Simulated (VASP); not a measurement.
VASP 6.6.1 run: LiBr

INCAR

```
NELM = 65
ENCUT = 520
IBRION = -1
ISMEAR = -1
SIGMA = 0.02
LWAVE = .FALSE.
NSW = 0
LCHARG = .FALSE.
EDIFF = 1E-7
ISIF = 2
MAXMIX = 40
LASPH = .TRUE.
LREAL = .FALSE.
GGA = PE
PREC = Normal
NBANDS = 12
```

KPOINTS

```
KPOINTS created by Atomic Simulation Environment
0
Gamma
8 8 8
0 0 0
```

POSCAR

```
Li Br
 1.0000000000000000
     0.0342445630749999    2.7395650467750001    2.7395650467746875
     2.7395650467750001    0.0342445630749999    2.7395650467746875
     2.7738096097999998    2.7738096097999998   -0.0000000000506251
 Li  Br
   1   1
Cartesian
  0.0000000000000000  0.0000000000000000  0.0000000000000000
  2.7738096098250007  2.7738096098250007  2.7395650467493748
```

The recommended PBE PAW datasets give the neutral cell 10 valence electrons.

Command

```
mpirun -np 1 vasp_std
```

Question: Predict the outcome of this run.

Answer: It converged. Results: gap between bands v and c on the k mesh 4.92 eV; least direct gap on the k mesh 4.92 eV; pressure 0.4 GPa. Band v is the last that the valence electrons fill when counted band by band, and c is the next.

OSZICAR

```
N       E                     dE             d eps       ncg     rms          rms(c)
DAV:   1     0.429174550219E+02    0.42917E+02   -0.37932E+03  2280   0.751E+02
DAV:   2    -0.395115184335E+01   -0.46869E+02   -0.44371E+02  2980   0.137E+02
DAV:   3    -0.660824637781E+01   -0.26571E+01   -0.26494E+01  3012   0.338E+01
DAV:   4    -0.666850224241E+01   -0.60256E-01   -0.60237E-01  3132   0.516E+00
DAV:   5    -0.666929493677E+01   -0.79269E-03   -0.79269E-03  2996   0.503E-01    0.196E+00
DAV:   6    -0.663714150662E+01    0.32153E-01   -0.61554E-02  2812   0.115E+00    0.120E+00
DAV:   7    -0.663947895038E+01   -0.23374E-02   -0.38886E-02  3260   0.102E+00    0.434E-01
DAV:   8    -0.664179610508E+01   -0.23172E-02   -0.42667E-03  2716   0.412E-01    0.625E-02
DAV:   9    -0.664178936408E+01    0.67410E-05   -0.10820E-04  2720   0.726E-02    0.248E-02
DAV:  10    -0.664181714001E+01   -0.27776E-04   -0.50822E-05  2728   0.460E-02    0.136E-02
DAV:  11    -0.664182015509E+01   -0.30151E-05   -0.52345E-06  2932   0.132E-02    0.427E-03
DAV:  12    -0.664182019461E+01   -0.39521E-07   -0.28547E-07  2720   0.375E-03
   1 F= -.66418202E+01 E0= -.66418202E+01  d E =-.230064E-10
```

For comparison, a separate PBE run of the intended cell, on usual settings and not on those above, gives a gap of 4.92 eV on its mesh and a pressure of 0.4 GPa.
